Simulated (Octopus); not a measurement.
CsBr:

```xyz
2
Lattice="4.3256 0.0000 0.0000 0.0000 4.3256 0.0000 0.0000 0.0000 4.3256" Properties=species:S:1:pos:R:3 pbc="T T T"
Cs    0.0000    0.0000    0.0000
Br    2.1628    2.1628    2.1628
```

The cell comes from a database or a generator and needn't be the stable form of this composition.

| Item | Value |
| --- | --- |
| Program | Octopus 16.4 |
| Task | single point |
| Functional | PBEsol |
| Potentials or basis | pseudodojo_pbesol (PseudoDojo 0.4, PBEsol) |
| Grid spacing | 0.154 Å |
| k mesh | 6 × 6 × 6 |
| Occupations | fermi-dirac, width 0.05 eV |
| Spin | no spin polarisation |

On this cell: largest force zero by symmetry; band gap on the k mesh 4.23 eV, indirect (least direct gap 4.24 eV).

The same run follows on a disturbed copy (atoms moved at random, drawn with an rms of 0.05 Å):

```
CELL_PARAMETERS angstrom
4.32562 0.00000 0.00000
0.00000 4.32562 0.00000
0.00000 0.00000 4.32562
ATOMIC_POSITIONS crystal
Cs 0.01354 0.99725 0.00118
Br 0.50733 0.49979 0.49719
```

Q: What changes?

A: The energy moves by +0.3 meV/atom; largest force 0.020 eV/Å; band gap on the k mesh 4.23 eV, indirect (least direct gap 4.24 eV).

Forces in eV/Å, atoms in the order of the input:
```
Cs  -0.016  0.006 -0.010
Br   0.016 -0.006  0.010
```

Caveats: spin-orbit coupling is left out, which moves the levels of the heavy elements.

